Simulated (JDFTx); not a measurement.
Tc under changes of volume

One of the cells (14.830 Å³/atom); the others are scaled copies at fixed shape and fractional positions:

```xyz
1
Lattice="0.0000 1.9500 1.9500 1.9500 0.0000 1.9500 1.9500 1.9500 0.0000" Properties=species:S:1:pos:R:3 pbc="T T T"
Tc    0.0000    0.0000    0.0000
```

This isn't the form of Tc at room conditions, which is hcp.

| Property | Result |
| --- | --- |
| Program | JDFTx 1.7.0 (patched build) |
| Functional | PBE |
| Potentials or basis | PseudoDojo-SR-PBE-0.5-standard |
| Cutoff | 1143 eV |
| Density cutoff | 4572 eV |
| k mesh | 12 × 12 × 12 |
| Occupations | fermi-dirac, width 0.05 eV |
| Spin | no spin polarisation |

```tsv
volume (Å³/atom)	energy over the lowest point (meV/atom)	pressure (GPa)
13.940	23.32	13.3
14.237	5.40	6.2
14.533	0.00	-0.2
14.830	5.79	-5.9
15.126	21.58	-11.0
15.423	46.32	-15.6
15.720	?	?
```

Question: What does the run at 15.720 Å³/atom give?

Answer: Energy over the lowest point 79.04 meV/atom; pressure -19.7 GPa.

Worked out: A Birch-Murnaghan fit of order 3 (a polynomial in V^(-2/3)) to the other rows has its minimum at 14.52 Å³/atom with B0 = V·E''(V) = 297 GPa and B' = 4.5. It gives 79.11 meV/atom at 15.720 Å³/atom, against the run's 79.04, and -dE/dV = -19.7 GPa, against -19.7.

Energies are extrapolated to zero smearing.
